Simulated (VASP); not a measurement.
# Zn (R-3m) in VASP: further runs

The runs below take Zn through relaxation of cell and atoms, single point, with PBE.

All numbers are computed with VASP 6.6.1; they aren't measurements. Logs are shortened: lines on timing, memory, paths and dates and some standing lists are left out, and cuts for length are marked.

**1. The crystal as given**

Symmetry: R-3m, No. 166, trigonal system. Conventional cell: a = 6.596 Å, b = 6.596 Å, c = 18.842 Å, α = 90.00°, β = 90.00°, γ = 120.00°. Zn (site symmetry m) is surrounded by 6 Zn at 2.51 to 2.70 Å. Around Zn (site symmetry m) lie 7 Zn at 2.61 to 2.74 Å.

The cell was built by a generator and needn't be a form met in nature.

**2. Relaxation of cell and atoms, PBE (random cell with space group P3_212 (No. 153))**

The input, INCAR:

```
PREC = Accurate
ENCUT = 600
EDIFF = 1E-6
ISMEAR = 0
SIGMA = 0.1
LREAL = False
LASPH = True
NELM = 100
ALGO = Normal
ISIF = 3
LWAVE = False
LCHARG = False
GGA = PE
IBRION = 2
NSW = 90
EDIFFG = -0.04
```

The input, KPOINTS:

```
regular mesh
0
Gamma
  6 6 4
```

The input, POSCAR:

```
Zn
1.0
    3.4353092614      0.0000000000      0.0000000000
   -1.7176546307      2.9750650902      0.0000000000
    0.0000000000      0.0000000000      4.9695215865
Zn
3
Direct
    0.2500000000      0.1250000000      0.5000000000
    0.8750000000      0.1250000000      0.1666666667
    0.8750000000      0.7500000000      0.8333333333
```

Potentials or basis: VASP PAW PBE potentials, release 64 (Zn).

The run is started by

```bash
$ cat potpaw_PBE.64/Zn/POTCAR > POTCAR
$ mpirun -np 1 vasp_std > vasp.out
```

OUTCAR:

```text
PREC = Accurate
   ENCUT = 600
   EDIFF = 1E-6
   ISMEAR = 0
   LREAL = False
   LASPH = True
   NELM = 100
   ISIF = 3
   GGA = PE
   IBRION = 2
   NSW = 90
   EDIFFG = -0.04

 ion  position               nearest neighbor table
   1  0.250  0.125  0.500-   3 2.10   2 2.10   3 2.71   2 2.71
   2  0.875  0.125  0.167-   1 2.10   3 2.10   1 2.71   3 2.71
   3  0.875  0.750  0.833-   1 2.10   2 2.10   1 2.71   2 2.71

  LATTYP: Found a hexagonal cell.
 ALAT       =     3.4353092614
 C/A-ratio  =     1.4466009341

  Lattice vectors:

 A1 = (   3.4353092614,   0.0000000000,   0.0000000000)
 A2 = (  -1.7176546307,   2.9750650902,   0.0000000000)
 A3 = (   0.0000000000,   0.0000000000,   4.9695215865)

Analysis of symmetry for initial positions (statically):
=====================================================================
 Subroutine PRICEL returns:
 Original cell was already a primitive cell.

 Routine SETGRP: Setting up the symmetry group for a
 hexagonal supercell.

 Subroutine GETGRP returns: Found  6 space group operations
 (whereof  2 operations were pure point group operations)
 out of a pool of 24 trial point group operations.

The static configuration has the point symmetry C_2 .
 The point group associated with its full space group is D_3 .

Analysis of symmetry for dynamics (positions and initial velocities):
=====================================================================
 Subroutine PRICEL returns:
 Original cell was already a primitive cell.

 Routine SETGRP: Setting up the symmetry group for a
 hexagonal supercell.

 Subroutine GETGRP returns: Found  6 space group operations
 (whereof  2 operations were pure point group operations)
 out of a pool of 24 trial point group operations.

The dynamic configuration has the point symmetry C_2 .
 The point group associated with its full space group is D_3 .

 Subroutine INISYM returns: Found  6 space group operations
 (whereof  2 operations are pure point group operations),
 and found     1 'primitive' translations

----------------------------------------------------------------------------------------

                                     Primitive cell
[... 81 lines left out ...]
   NGXF,Y,Z  is equivalent  to a cutoff of  27.10, 27.10, 26.76 a.u.
 SYSTEM =  unknown system
   PREC   = accura    normal or accurate (medium, high low for compatibility)
   ISTART =      0    job   : 0-new  1-cont  2-samecut
   ICHARG =      2    charge: 1-file 2-atom 10-const
   ISPIN  =      1    spin polarized calculation?
   LNONCOLLINEAR =      F non collinear calculations
   LSORBIT =      F    spin-orbit coupling
   LASPH  =      T    aspherical Exc in radial PAW
   ENCUT  =  600.0 eV  44.10 Ry    6.64 a.u.   6.86  6.86  9.93*2*pi/ulx,y,z
   NELM   =    100;   NELMIN=  2; NELMDL= -5     # of ELM steps
   EDIFF  = 0.1E-05   stopping-criterion for ELM
   LREAL  =      F    real-space projection
   EDIFFG = -.4E-01   stopping-criterion for IOM
   NSW    =     90    number of steps for IOM
   IBRION =      2    ionic relax: 0-MD 1-quasi-New 2-CG
   NFREE  =      1    steps in history (QN), initial steepest desc. (CG)
   ISIF   =      3    stress and relaxation
   ISYM   =      2    0-nonsym 1-usesym 2-fastsym
   POTIM  = 0.5000    time-step for ionic-motion
   TEBEG  =    0.0;   TEEND  =   0.0 temperature during run
   PSTRESS=    0.0 pullay stress
   NELECT =      36.0000    total number of electrons
   NUPDOWN=      -1.0000    fix difference up-down
   EMIN   =  10.00;   EMAX   =-10.00  energy-range for DOS
   EFERMI =   0.00;   METHOD = LEGACY
   ISMEAR =     0;   SIGMA  =   0.10  broadening in eV -4-tet -1-fermi 0-gaus
   EFERMI_NEDOS =   21; number of points for ismear=-14 and -15
   IALGO  =     38    algorithm
   IMIX   =      4    mixing-type and parameters
     AMIX     =   0.40;   BMIX     =  1.00
     AMIX_MAG =   1.60;   BMIX_MAG =  1.00
  volume/ion in A,a.u.               =      16.93       114.25
  Fermi-wavevector in a.u.,A,eV,Ry     =   1.459654  2.758347 28.988449  2.130591
  Thomas-Fermi vector in A             =   2.576196
   LORBIT       =      0    0 simple, 1 ext, 2 COOP (PROOUT), +10 PAW based schemes
   GGA     = PE    functional components
   LHFCALC =     F    Hartree Fock is set to
   AEXX    =    0.0000 exact exchange contribution
   IVDW    =     0    specifies the selected vdW correction
   LEPSILON=     F    determine dielectric tensor
   LRPA    =     F    only Hartree local field effects (RPA)
 conjugate gradient relaxation of ions
 non-spin polarized calculation
 Gauss-broadening in eV      SIGMA  =   0.10
  energy-cutoff  :      600.00
  volume of cell :       50.79
 maximum number of plane-waves:      1713
   NGX = 13   NGY = 13   NGZ = 19

--------------------------------------- Ionic step        1  -------------------------------------------

 number of electron      35.9999987 magnetization

 Free energy of the ion-electron system (eV)
  ---------------------------------------------------
  ext. energy  EPLUGINS =         0.00000000
  ---------------------------------------------------
  free energy    TOTEN  =        -0.79924867 eV

  energy without entropy =       -0.79079138  energy(sigma->0) =       -0.79502002

------------------------ aborting loop because EDIFF is reached ----------------------------------------

  FORCE on cell =-STRESS in cart. coord.  units (eV):
  Direction    XX          YY          ZZ          XY          YZ          ZX
  --------------------------------------------------------------------------------------
  -------------------------------------------------------------------------------------
  Total        2.9809039      2.9809039     14.5187756      0.0000000      0.0000000      0.0000000
  in kB       94.0332977     94.0332977    457.9981044      0.0000000      0.0000000      0.0000000
  external PRESSURE =     215.3548999 kB  Pullay stress =       0.0000000 kB
[... 1309 lines left out ...]
     21       6.2201      0.00000
     22      13.1154      0.00000

[... ionic steps 4 to 16 ...]

--------------------------------------- Ionic step       17  -------------------------------------------

 number of electron      36.0000002 magnetization

------------------------ aborting loop because EDIFF is reached ----------------------------------------
[... 69 lines left out ...]
--------------------------------------- Ionic step       19  -------------------------------------------

 number of electron      36.0000002 magnetization

 Free energy of the ion-electron system (eV)
  ---------------------------------------------------
  ext. energy  EPLUGINS =         0.00000000
  ---------------------------------------------------
  free energy    TOTEN  =        -3.06417072 eV

  energy without entropy =       -3.06307458  energy(sigma->0) =       -3.06362265

 E-fermi :   2.5401     XC(G=0): -11.2734

 val. band max:        2.2225368350   @ k =  -0.1667   0.5000   0.2500
 cond. band min:       2.5711228383   @ k =   0.5000   0.0000   0.0000
 fundamental gap:      0.3485860033
 Fermi energy:         2.5400976471
[... 628 lines left out ...]
  FREE ENERGIE OF THE ION-ELECTRON SYSTEM (eV)
  ---------------------------------------------------
  free  energy   TOTEN  =        -3.0641707201 eV

  energy  without entropy=       -3.0630745824  energy(sigma->0) =       -3.06362265

 reached required accuracy - stopping structural energy minimisation
```

OSZICAR:

```text
N       E                     dE             d eps       ncg     rms          rms(c)
DAV:   1     0.203173265682E+03    0.20317E+03   -0.20131E+04  1056   0.277E+03
[... 184 lines left out ...]
       N       E                     dE             d eps       ncg     rms          rms(c)
DAV:   1    -0.306493451190E+01   -0.99969E-03   -0.29950E-02  1236   0.173E+00    0.196E-01
DAV:   2    -0.306436456123E+01    0.56995E-03   -0.20679E-03  1212   0.836E-01    0.969E-02
DAV:   3    -0.306420863711E+01    0.15592E-03   -0.90013E-05  1204   0.157E-01    0.453E-02
DAV:   4    -0.306416941501E+01    0.39222E-04   -0.59251E-05  1212   0.109E-01    0.627E-03
DAV:   5    -0.306417071946E+01   -0.13045E-05   -0.19621E-05  1182   0.625E-02    0.327E-03
DAV:   6    -0.306417072012E+01   -0.65484E-09   -0.73797E-07   564   0.137E-02
  19 F= -.30641707E+01 E0= -.30636227E+01  d E =-.456633E-03
```

CONTCAR:

```text
Zn
   1.00000000000000
     2.9372528045861430   -0.0000000000000000    0.0000000000000001
    -1.4686264022930715    2.5437355460941347   -0.0000000000000000
    -0.0000000000000001    0.0000000000000000    6.4286025260012352
  Zn
     3
Direct
     0.3380377475681493    0.1690188737841612    0.5000000000000000
     0.8309811262160119    0.1690188737841613    0.1666666667000030
     0.8309811262158385    0.6619622524316774    0.8333333332999970

  0.00000000E+00  0.00000000E+00  0.00000000E+00
  0.00000000E+00  0.00000000E+00  0.00000000E+00
  0.00000000E+00  0.00000000E+00  0.00000000E+00
```

Wall time 2.8 min (1 thread of Intel Xeon 6975P-C (Granite Rapids), shared host); peak memory 0.19 GiB.

Results:

```
Free energy                            : -3.0642 eV
Relaxed volume                         : 16.01 Å³/atom
Relaxed cell                           : a = 2.937 Å, b = 2.937 Å, c = 6.429 Å, α = 90.00°, β = 90.00°, γ = 120.00°
Space group after relaxing (to 0.05 Å) : P6_222 (No. 180)
Energy gained by relaxing              : 755.0 meV/atom
Ionic steps                            : 19
Pressure after relaxing                : -0.1 GPa
Largest force after relaxing           : 0.040 eV/Å
Band gap on the k mesh                 : none (metal or under the smearing width)
```

Forces on the atoms (eV/Å):
```
Zn  -0.034 -0.020  0.000
Zn   0.034 -0.020  0.000
Zn   0.000  0.040  0.000
```

The path:
```tsv
step	energy change (eV)	largest force (eV/Å)	pressure (GPa)	volume (Å³)
1	0.0000	3.7418	21.54	50.79
2	-1.4948	0.1329	-5.53	68.80
3	-1.5705	0.4902	-2.70	62.92
4	-1.5755	0.3733	-3.53	64.25
5	-1.5758	0.3985	-3.35	63.94
6	-1.7052	0.3461	-3.03	60.58
7	-2.0140	0.1097	1.21	50.96
8	-0.6484	0.7374	49.97	33.95
9	-2.0300	0.2050	2.81	49.23
10	-2.0484	0.0691	6.50	45.99
11	-2.1157	0.0003	6.28	45.43
12	-2.1663	0.1489	7.55	43.66
13	-2.1786	0.1160	7.20	44.14
14	-2.2178	0.0946	4.98	45.12
15	-2.2631	0.0523	0.81	47.60
16	-2.2645	0.0447	-0.16	48.18
17	-2.2645	0.0457	-0.03	48.10
18	-2.2647	0.0432	0.05	48.07
19	-2.2649	0.0396	-0.07	48.03
```

Final structure:
```cif
data_structure
_symmetry_space_group_name_H-M 'P 1'
_symmetry_Int_Tables_number 1
_cell_length_a 2.9373
_cell_length_b 2.9373
_cell_length_c 6.4286
_cell_angle_alpha 90.000
_cell_angle_beta 90.000
_cell_angle_gamma 120.000
_cell_volume 48.03
loop_
_atom_site_label
_atom_site_type_symbol
_atom_site_fract_x
_atom_site_fract_y
_atom_site_fract_z
_atom_site_occupancy
Zn1 Zn 0.33804 0.16902 0.50000 1
Zn2 Zn 0.83098 0.16902 0.16667 1
Zn3 Zn 0.83098 0.66196 0.83333 1
```

**3. Single point, PBE**

This run uses another cell than the first one: it holds 12 atoms, not 3.

The input, INCAR:

```
ALGO = Fast
EDIFF = 1E-6
ENCUT = 520
GGA = PE
ISIF = 2
ISMEAR = 0
LASPH = T
LCHARG = F
LREAL = F
LWAVE = F
NBANDS = 84
NELM = 100
PREC = Accurate
SIGMA = 0.1
```

The input, KPOINTS:

```
k-points
0
Gamma
  3 3 3
```

The input, POSCAR:

```
Zn
1.0
    3.2980497639      1.9041299190      6.2806833922
   -3.2980497639      1.9041299190      6.2806833922
    0.0000000000     -3.8082598380      6.2806833922
Zn
12
Direct
    0.0988863186      0.4907391995      0.0988863186
    0.0988863186      0.0988863186      0.4907391995
    0.4907391995      0.0988863186      0.0988863186
    0.9011136814      0.5092608005      0.9011136814
    0.5092608005      0.9011136814      0.9011136814
    0.9011136814      0.9011136814      0.5092608005
    0.2404148172      0.6375908093      0.2404148172
    0.2404148172      0.2404148172      0.6375908093
    0.6375908093      0.2404148172      0.2404148172
    0.7595851828      0.3624091907      0.7595851828
    0.3624091907      0.7595851828      0.7595851828
    0.7595851828      0.7595851828      0.3624091907
```

Potentials or basis: VASP PAW PBE potentials, release 64 (Zn).

The run is started by

```bash
$ cat potpaw_PBE.64/Zn/POTCAR > POTCAR
$ mpirun -np 1 vasp_std > vasp.out
```

Wall time 3 min (1 thread of Intel Xeon Platinum 8488C (Sapphire Rapids), shared host); peak memory 0.45 GiB.

The run converged. Its results:

```
Free energy            : -10.8881 eV
Pressure               : 0.3 GPa
Largest force          : 0.007 eV/Å
Band gap on the k mesh : none (metal or under the smearing width)
```

Forces in eV/Å, atoms in the order of the input:
```
Zn  -0.003  0.002  0.005
Zn   0.000 -0.004  0.005
Zn   0.003  0.002  0.005
Zn   0.003 -0.002 -0.005
Zn  -0.003 -0.002 -0.005
Zn   0.000  0.004 -0.005
Zn  -0.006  0.003  0.000
Zn   0.000 -0.007  0.000
Zn   0.006  0.003  0.000
Zn   0.006 -0.003  0.000
Zn  -0.006 -0.003  0.000
Zn   0.000  0.007  0.000
```

Stress tensor (GPa, compression positive):
```
0.31 0.00 0.00
0.00 0.31 0.00
0.00 0.00 0.23
```

Levels at points of the mesh, in eV from the Fermi level:
```tsv
k point	band 68	band 69	band 70	band 71	band 72	band 73	band 74	band 75	band 76	band 77
(0.00, 0.00, 0.00)	-3.39	-1.87	-1.87	-1.52	-1.24	-1.24	-0.93	-0.30	2.38	2.38
```

Caveat: the k mesh is coarse (spacing up to 0.38 Å⁻¹), so the values aren't converged.
